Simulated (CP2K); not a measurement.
SiO2 under changes of volume

One of the cells (8.044 Å³/atom); the others are scaled copies at fixed shape and fractional positions:

```
Si O
1.0
     4.23317    0.00000    0.00000
     0.00000    4.23317    0.00000
     0.00000    0.00000    2.69349
Si O
2 4
Direct
  0.00000 0.00000 0.00000
  0.50000 0.50000 0.50000
  0.80684 0.19316 0.50000
  0.30684 0.30684 0.00000
  0.19316 0.80684 0.50000
  0.69316 0.69316 0.00000
```

The cell comes from a database or a generator and needn't be the stable form of this composition.

```yaml
Program: CP2K 2026.2
Functional: PBEsol
Potentials_or_basis: POTENTIAL_UZH Si GTH-PBE-q4, O GTH-PBE-q6; TZVP-MOLOPT-PBE-GTH basis
Density_cutoff: 8163 eV
k_mesh: 6 × 6 × 10
Occupations: fermi-dirac, width 0.05 eV
Spin: no spin polarisation
```

```tsv
volume (Å³/atom)	energy over the lowest point (meV/atom)	pressure (GPa)	gap on the mesh (eV)	largest force (eV/Å)
7.562	19.49	17.2	7.99	0.360
7.723	6.13	9.6	7.71	0.200
7.884	0.00	2.8	7.42	0.051
8.044	0.38	-3.4	7.12	0.089
8.205	6.63	-9.0	6.83	0.220
8.366	?	?	?	?
8.527	34.80	-18.4	6.27	0.452
```

Task: What does the run at 8.366 Å³/atom give?

Result: Energy over the lowest point 18.50 meV/atom; pressure -13.9 GPa; gap on the mesh 6.55 eV; largest force 0.338 eV/Å.

Worked out: A Birch-Murnaghan fit of order 3 (a polynomial in V^(-2/3)) to the other rows has its minimum at 7.95 Å³/atom with B0 = V·E''(V) = 307 GPa and B' = 3.9 at fixed shape and positions, which overstates the stiffness. It gives 18.28 meV/atom at 8.366 Å³/atom, against the run's 18.50, and -dE/dV = -14.1 GPa, against -13.9. A straight line through the other rows of the gap, of slope -14.4 eV per unit of ln V, gives 6.55 eV, against the run's 6.55.

Energies are extrapolated to zero smearing.

Caveats: the potentials were made for another functional, which shifts forces and pressure; the basis of atomic orbitals isn't converged, which shifts pressures, moduli and gaps.

A mesh can miss the band edges.
